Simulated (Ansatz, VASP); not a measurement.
**TiB4: VASP beside Ansatz**

File INCAR:

```
SYSTEM = TiB4
PREC     = Accurate       ! precision mode
ENCUT    = 600            ! plane-wave cutoff, eV
EDIFF    = 1E-6           ! SCF threshold, eV
ISMEAR   = 0              ! smearing method
SIGMA    = 0.1            ! smearing width, eV
LREAL    = .False.        ! projectors in reciprocal space
LASPH    = .True.         ! aspherical terms in the spheres
NELM     = 100            ! most SCF steps
ALGO     = Normal         ! electronic algorithm
ISIF     = 3              ! what is computed and relaxed
LWAVE    = .False.        ! write WAVECAR
LCHARG   = .False.        ! write CHGCAR
GGA      = PE             ! functional
IBRION   = 2              ! ionic algorithm
NSW      = 90             ! ionic steps
EDIFFG   = -0.04          ! ionic threshold
```

File KPOINTS:

```
regular mesh
0
Gamma
  6 6 6
  0 0 0
```

The input POSCAR:

```
TiB4
1.0
   -2.2263719300      2.2263719300      2.2263719300
    2.2263719300     -2.2263719300      2.2263719300
    2.2263719300      2.2263719300     -2.2263719300
Ti B
1 4
Direct
    0.0000000000      0.0000000000      0.0000000000
    0.0000000000      0.0000000000      0.5000000000
    0.0000000000      0.5000000000      0.0000000000
    0.5000000000      0.0000000000      0.0000000000
    0.5000000000      0.5000000000      0.5000000000
```

Input for Ansatz:

```yaml
crystal:
  lattice:
    - [-2.22637193, 2.22637193, 2.22637193]
    - [2.22637193, -2.22637193, 2.22637193]
    - [2.22637193, 2.22637193, -2.22637193]
  atoms:
    - { symbol: Ti, position: [0.0, 0.0, 0.0] }
    - { symbol: B, position: [0.0, 0.0, 0.5] }
    - { symbol: B, position: [0.0, 0.5, 0.0] }
    - { symbol: B, position: [0.5, 0.0, 0.0] }
    - { symbol: B, position: [0.5, 0.5, 0.5] }
basis:
  ecutwfc: 420
kpoints:
  mp_grid: { grid: [6, 6, 6] }
hamiltonian:
  xc: pbe
scf:
  occupations: { method: gaussian, width: 0.1 }
  lower_state_search: "off"
output:
  forces: true
  stress: true
  eigenvalues: true
relax:
  adjacent_minimum: "off"
  f_tol: 0.04
  max_steps: 70
  cell: { stress_tol: 0.4 }
```

Change from the starting cell: species swapped into the MnGa4 type (Im-3m, No. 229).

Alike in both runs: task relaxation of cell and atoms; functional PBE; k mesh 6 × 6 × 6; occupations gaussian, width 0.1 eV; no spin polarisation.

|  | VASP | Ansatz |
| --- | --- | --- |
| version | VASP 6.6.1 | Ansatz 0.2.0 |
| potentials or method | VASP PAW PBE potentials, release 64 (Ti_sv, B) | scalar-relativistic, plane waves, PAW |
| plane-wave cutoff (eV) | 600 | 420 |
| valence electrons in the cell | 24 | 24 |

```csv
,VASP,Ansatz,Ansatz less VASP
"gap on the k mesh at the Fermi level, each at its own relaxed structure (eV)",none,none,-
relaxed volume (Å³/atom),11.88,11.92,+0.039
relaxed cell length with the largest relative difference (Å),4.257,4.262,+0.0047
energy change over the relaxation (meV/atom),-432,-444,-12.0
```

A gap of «none» marks a metal or a gap that the smearing closes.

Caveats: the volume moved by over 15 % at a fixed basis, so the end points are rough (VASP).
